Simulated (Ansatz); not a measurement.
Input of an Ansatz 0.2.0 run:

input.yaml

```yaml
crystal:
  lattice:
    - [1.411309965, -2.555933025, 0.0]
    - [1.411309965, 2.555933025, 0.0]
    - [0.0, 0.0, 4.89316961]
  atoms:
    - { symbol: Au, position: [0.33467203, 0.66532797, 0.25] }
    - { symbol: Au, position: [0.66532797, 0.33467203, 0.75] }
kpoints:
  mp_grid: { grid: [11, 11, 6] }
scf:
  occupations: { method: fermi_dirac, width: 0.05 }
hamiltonian:
  xc: pbesol
  pseudopotentials: { kind: all_electron, lapw: { basis_error: 0.001 } }
output:
  forces: true
  stress: true
  eigenvalues: true
  populations: true
```

Potentials or basis: all-electron LAPW, scalar-relativistic.

Run with:

```bash
$ ansatz run input.yaml --threads 1 --pin off --max-ram 3072MiB --backend cpu --events-out ev --progress --plain --runs-dir out
```

Task: Predict the largest force.

Result: 0.021 eV/Å.

Task: What does it give for the band gap on the k mesh?

Result: None (metal or under the smearing width).

Task: What does it give for the pressure?

Result: -5.3 GPa.

Forces in eV/Å, atoms in the order of the input:
```
Au   0.000 -0.021  0.000
Au   0.000  0.021  0.000
```

Spin-orbit coupling is left out, which matters for the levels of Au.
